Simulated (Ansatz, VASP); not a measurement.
## Two plane-wave programs on La

```xyz
1
Lattice="2.3401 0.0000 0.0000 0.0000 2.3401 0.0000 0.0000 0.0000 2.3401" Properties=species:S:1:pos:R:3 pbc="T T T"
La    0.0000    0.0000    0.0000
```

Change from the starting cell: volume scaled by 0.4, PAW files.

Alike in both runs: task single point; functional LDA; k mesh 13 × 13 × 13; occupations fermi-dirac, width 0.05 eV; no spin polarisation.

|  | VASP | Ansatz |
| --- | --- | --- |
| version | VASP 6.6.1 | Ansatz 0.2.0 |
| potentials or method | VASP PAW LDA potentials, release 64 (La) | PAW with Ansatz's default frozen-core files, scalar-relativistic |
| plane-wave cutoff (eV) | 520 | 420 |
| valence electrons in the cell | 11 | 11 |

VASP gave:

| Property | Result |
| --- | --- |
| pressure (GPa) | 308.9 |

Which values does Ansatz return?

Pressure (GPa): 309.5.

Caveats: the cell as given lies far from equilibrium; so large a pressure means that the cell lies far from this level's equilibrium, or that cutoff or potentials fall short (VASP). The runs have no spin-orbit coupling, so splittings on La are missing.
